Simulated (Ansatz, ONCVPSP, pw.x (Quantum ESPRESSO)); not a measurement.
# pw.x on bcc Sr: one setting changed

Potential: optimised norm-conserving Vanderbilt (ONCV), ONCVPSP 4.0.1, PBE; core [Ar] 3d10 4s2, reference 4p6 5s1.75 5p0.25; waves: 5s: rc 3.15 bohr, ncon 4, nbas 7, qcut 2.5 1/bohr, 2 projectors, debl 2 Ha; 4p+5p: rc 2.45 bohr, ncon 3, nbas 7, qcut 6.8 1/bohr, 2 projectors; d scattering state at 0.4 Ha: rc 2.55 bohr, ncon 3, nbas 8, qcut 4.3 1/bohr, 2 projectors, debl 3.8 Ha; local part: polynomial inside 2.15 bohr (lpopt 5, dvloc0 0 Ha); core correction: none. In the d channel the program set the typed energies aside and used 0.050, 3.850 Ha.

The reference run (k-mesh 10³, cutoffs 35/140 Ry, Fermi–Dirac 0.01 Ry, mixing_beta 0.4, conv_thr 1e-9, no spin) gives 0.01 GPa at 54.586 Å³/atom, where all-electron LAPW gives 0.01 GPa. This run, with its own iteration cap, changes degauss to 0.002.

```
&control
  calculation='scf', prefix='x', pseudo_dir='./', outdir='./tmp', tstress=.true., disk_io='none'
/
&system
  ibrav=0, nat=1, ntyp=1, ecutwfc=35, ecutrho=140, nbnd=11,
  occupations='smearing', smearing='fd', degauss=0.002
/
&electrons
  conv_thr=1e-09, mixing_beta=0.4, electron_maxstep=70
/
ATOMIC_SPECIES
Sr 1.0 Sr.UPF
CELL_PARAMETERS angstrom
  -2.38968373 2.38968373 2.38968373
  2.38968373 -2.38968373 2.38968373
  2.38968373 2.38968373 -2.38968373
ATOMIC_POSITIONS crystal
Sr 0.0000 0.0000 0.0000
K_POINTS automatic
10 10 10 0 0 0
```

```bash
pw.x < Sr.scf.in > Sr.scf.out
```

Q: How does the run end?

A: It converges in 6 iterations; the free energy moves by +37.1 meV/atom and the pressure by -0.19 GPa. In a metal, with Fermi–Dirac smearing, F lies below its zero-width value by a term in the square of the width.

```
Message from routine setup:
     using ibrav=0 with symmetry is DISCOURAGED, use correct ibrav instead
     lattice parameter (alat)  =       7.8217  a.u.
     unit-cell volume          =     368.3646 (a.u.)^3
     number of electrons       =         8.00
     number of Kohn-Sham states=           11
     kinetic-energy cutoff     =      35.0000  Ry
     charge density cutoff     =     140.0000  Ry
     scf convergence threshold =      1.0E-09
     Exchange-correlation= PBE
     number of k points=    47  Fermi-Dirac smearing, width (Ry)=  0.0020
     iteration #  1     ecut=    35.00 Ry     beta= 0.40
     total energy              =     -36.84167530 Ry
     estimated scf accuracy    <       0.00075774 Ry
     iteration #  2     ecut=    35.00 Ry     beta= 0.40
     total energy              =     -36.84180850 Ry
     estimated scf accuracy    <       0.00027078 Ry
     iteration #  3     ecut=    35.00 Ry     beta= 0.40
     total energy              =     -36.84182715 Ry
     estimated scf accuracy    <       0.00000683 Ry
     iteration #  4     ecut=    35.00 Ry     beta= 0.40
     total energy              =     -36.84182867 Ry
     estimated scf accuracy    <       0.00000008 Ry
     iteration #  5     ecut=    35.00 Ry     beta= 0.40
     total energy              =     -36.84182881 Ry
     estimated scf accuracy    <       0.00000004 Ry
     iteration #  6     ecut=    35.00 Ry     beta= 0.40
     the Fermi energy is     4.5563 ev
!    total energy              =     -36.84182881 Ry
     estimated scf accuracy    <          4.5E-10 Ry
     smearing contrib. (-TS)   =      -0.00014148 Ry
     The total energy is F=E-TS. E is the sum of the following terms:
     one-electron contribution =     -12.22044092 Ry
     hartree contribution      =       7.13932828 Ry
     xc contribution           =      -5.97240014 Ry
     ewald contribution        =     -25.78817454 Ry
     convergence has been achieved in   6 iterations
          total   stress  (Ry/bohr**3)                   (kbar)     P=       -1.75
     Message from routine punch:
     Nothing written, as per user request (disk_io='none')
```

The run took about 4.6 s on one core of a shared server CPU.
